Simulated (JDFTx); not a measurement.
Li under changes of volume

One of the cells (21.609 Å³/atom); the others are scaled copies at fixed shape and fractional positions:

```
Li
1.0
    -1.75465    1.75465    1.75465
     1.75465   -1.75465    1.75465
     1.75465    1.75465   -1.75465
Li
1
Direct
  0.00000 0.00000 0.00000
```

- Program: JDFTx 1.7.0 (patched build)
- Functional: PBEsol
- Potentials or basis: PseudoDojo-SR-PBEsol-0.4.1-standard
- Cutoff: 1007 eV
- Density cutoff: 4027 eV
- k mesh: 11 × 11 × 11
- Occupations: fermi-dirac, width 0.05 eV
- Spin: no spin polarisation

```csv
volume (Å³/atom),energy over the lowest point (meV/atom),pressure (GPa)
20.312,0.00,-0.1
20.744,0.50,-0.3
21.177,?,?
21.609,3.57,-0.8
22.041,6.03,-1.0
22.473,9.02,-1.2
22.905,12.51,-1.4
```

Question: What does the run at 21.177 Å³/atom give?

Answer: Energy over the lowest point 1.72 meV/atom; pressure -0.6 GPa.

Worked out: A Birch-Murnaghan fit of order 3 (a polynomial in V^(-2/3)) to the other rows has its minimum at 20.25 Å³/atom, just outside them, with B0 = V·E''(V) = 13.7 GPa and B' = 3.3. It gives 1.71 meV/atom at 21.177 Å³/atom, against the run's 1.72, and -dE/dV = -0.6 GPa, against -0.6.

Energies are extrapolated to zero smearing.
